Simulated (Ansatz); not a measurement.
Cu, 2 atoms in the cell. Symmetry: P6_3/mmc, No. 194, hexagonal system. Conventional cell: a = 2.534 Å, b = 2.534 Å, c = 4.113 Å, α = 90.00°, β = 90.00°, γ = 120.00°. Around Cu (site symmetry -6m2) lie 12 Cu at 2.52 to 2.53 Å. This isn't the form of Cu at room conditions, which is fcc.

- Program: Ansatz 0.2.0
- Task: single point
- Functional: r2SCAN0
- Potentials or basis: Ansatz PAW
- Cutoff: 500 eV (not typed: the program's choice for these potentials)
- k mesh: 7 × 7 × 4
- Occupations: fermi-dirac, width 0.05 eV
- Spin: no spin polarisation

Potentials or basis: Ansatz PAW.

Launch:

```console
$ ansatz run input.yaml --threads 2 --pin off --max-ram 5632MiB --backend cpu --events-out ev --progress --plain --runs-dir out
```

Hardware: 2 threads of Intel(R) Xeon(R) Processor @ 2.70GHz, with other jobs on the host.

Question: Estimate the wall time of this run.

Answer: Run time: 38 s on 2 threads of Intel(R) Xeon(R) Processor @ 2.70GHz, with other jobs on the host, peak memory 0.93 GiB. Counts: scf iterations 31, plane waves 579, k points 24, bands 23.
